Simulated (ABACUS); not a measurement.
Runs of ABACUS 3.10.1 on Ni. Symmetry: Fm-3m, No. 225, cubic system. The conventional cell has a = 3.475 Å, b = 3.475 Å, c = 3.475 Å, α = 90.00°, β = 90.00°, γ = 90.00°. Around Ni (site symmetry m-3m) lie 12 Ni at 2.46 Å. 

| task | level | potentials or basis | cell | k mesh | cutoff (eV) | radial cutoff of the potentials (pseudo_rcut) | orbital files | SCF threshold on the density | eigensolver | symmetry key | gap on the mesh (eV) | pressure (GPa) | moment (μB) |
| --- | --- | --- | --- | --- | --- | --- | --- | --- | --- | --- | --- | --- | --- |
| single point | PBEsol | PseudoDojo NC SR 0.4.1 PBEsol standard, DZP LCAO (the cutoffs set its grid) | as given | 12 × 12 × 12 | 1361 | 7 bohr | Ni Ni_confined-atom_7au_3s2p2d1f.orb | 1e-07 | scalapack_gvx | 1 | none | -1.5 | 0.68 |
| single point | RPBE | GBRV ultrasoft 1.5 PBE, plane waves | as given | 10 × 10 × 10 | 544 | 10 bohr | - | 1e-08 | dav | 1 | none | 4.7 | (b) |
| relaxation of cell and atoms | LDA | PseudoDojo NC SR 0.4.1 LDA standard, plane waves | relaxed | 10 × 10 × 10 | 1333 | 10 bohr | - | 1e-08 | dav | 1 | none | 0.0 | (a) |
| single point | LDA | PseudoDojo NC SR 0.4.1 LDA standard, plane waves | as given | 10 × 10 × 10 | 1333 | 10 bohr | - | 1e-08 | dav | 1 | none | -9.6 | 0.69 |

Alike in all rows: spin collinear, ferromagnetic start; smearing fermi-dirac 0.05 eV.

Estimate the missing entries.

(a) 0.67; (b) 0.00.

Caveats: the atomic orbitals were generated for these runs and aren't a published set (some runs); the basis of atomic orbitals isn't converged, which shifts pressures, moduli and gaps (some runs); the potentials were made for another functional, which shifts forces and pressure (some runs).

A gap of «none» marks a metal or a gap under the smearing width.
